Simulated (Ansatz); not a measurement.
From formation energies to a reaction energy: Li2H7

All numbers below come from Ansatz, DFT PBE, scalar-relativistic, plane waves, PAW. Settings: cutoff 420 eV, Γ-centred meshes spaced at most about 0.3 Å⁻¹, and about 0.25 Å⁻¹ or finer for metals (2π included), Gaussian smearing. No spin polarisation.

Energies over the elements count from the elements' standard structures at the same level (H₂ as a molecule), with no fitted energy shifts.

These are static total energies at zero pressure. With hydrogen, zero-point motion can shift formation energies by some tens of meV/atom.

A trial structure of Li2H7 (reached from: Hf2Co7 type (C2/m); relaxed: space group C2/m (No. 12), a = 4.688 Å, b = 5.076 Å, c = 5.589 Å, β = 106.0°) has a formation energy of 0.267 eV/atom. It holds H–H pairs (shortest 0.82 Å). At its composition the lowest mixture among the elements and 1 reference phase computed alike (others may be missing) consists of these:

| phase | source | ΔE_f (eV/atom) |
| --- | --- | --- |
| H2 (gas) | element | 0.000 |
| LiH (Fm-3m) | textbook type | -0.417 |

**Question.** Write the balanced decomposition and find its energy per atom, per formula unit and per mole of formula units.

**Answer.** Balancing Li and H gives 2 Li2H7 → 5 H2 + 4 LiH. The left side holds 18 atoms, and the products take 10/18 (H2) and 8/18 (LiH) of them. The mixture therefore lies at 10/18 × (0.000) + 8/18 × (-0.417) = -0.185 eV/atom. The reaction energy is -0.185 − (0.267) = -0.452 eV/atom. Times 9 atoms that is -4.068 eV per Li2H7, and times 96.485 it is -393 kJ per mole of Li2H7. Decomposition is downhill, so the trial structure is unstable against this mixture. Entropy of the gas would favour the products further at finite temperature.
